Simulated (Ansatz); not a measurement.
InN (zinc blende)

```
CELL_PARAMETERS angstrom
      0.00000     5.04943     5.04943
      2.52471     2.52471     5.04943
      2.52471     2.52471     0.00000
ATOMIC_POSITIONS crystal
  N  0.00000 0.75000 0.75000
  N  0.50000 0.75000 0.75000
  In 0.00000 0.00000 0.00000
  In 0.50000 0.00000 0.00000
```

The atoms are displaced by Q × the pattern below (from a DFPT mode at X = (0.5, 0.5, 0.0), largest move 1; Q in Å), at fixed cell. (q is in reciprocal vectors of the primitive cell; the cell shown is doubled to hold the pattern.)

```tsv
atom	x	y	z
In3	0.000	0.000	1.000
In4	0.000	0.000	-1.000
```

Atoms not listed stay in place.

These are PBE (plane waves to 420 eV, PAW, scalar-relativistic; Ansatz, a first-principles code) values and carry that method's errors. k mesh 11×11×11 (Γ-centred), Fermi-Dirac smearing 0.05 eV. E stands for the smeared free energy. With partly filled bands, energies and forces of such displacements shift with the k mesh and the smearing. At this level the bands of InN touch or barely overlap; measurements give the solid a gap. InN was relaxed with its symmetry unable to fall. The PAW data are Ansatz's earlier set. ΔE is measured from the undisplaced structure.

```json
[
 {"Q (Å)": "-0.180", "ΔE (meV/cell)": "660"},
 {"Q (Å)": "-0.120", "ΔE (meV/cell)": "296"},
 {"Q (Å)": "-0.060", "ΔE (meV/cell)": "74"},
 {"Q (Å)": "0.000", "ΔE (meV/cell)": "0"},
 {"Q (Å)": "0.060", "ΔE (meV/cell)": "74"},
 {"Q (Å)": "0.120", "ΔE (meV/cell)": "296"},
 {"Q (Å)": "0.180", "ΔE (meV/cell)": "660"}
]
```

Problem. Which DFPT wavenumber at X = (0.5, 0.5, 0.0) belongs to this mode?
(A) 221 cm⁻¹
(B) 114 cm⁻¹
(C) 489 cm⁻¹
(D) 541 cm⁻¹

Solution. A, 221 cm⁻¹. The curvature of the scan gives 221 cm⁻¹

(For displaced atoms, the force is minus the slope of the energy, and its curvature is a force constant, which sets phonon frequencies.)
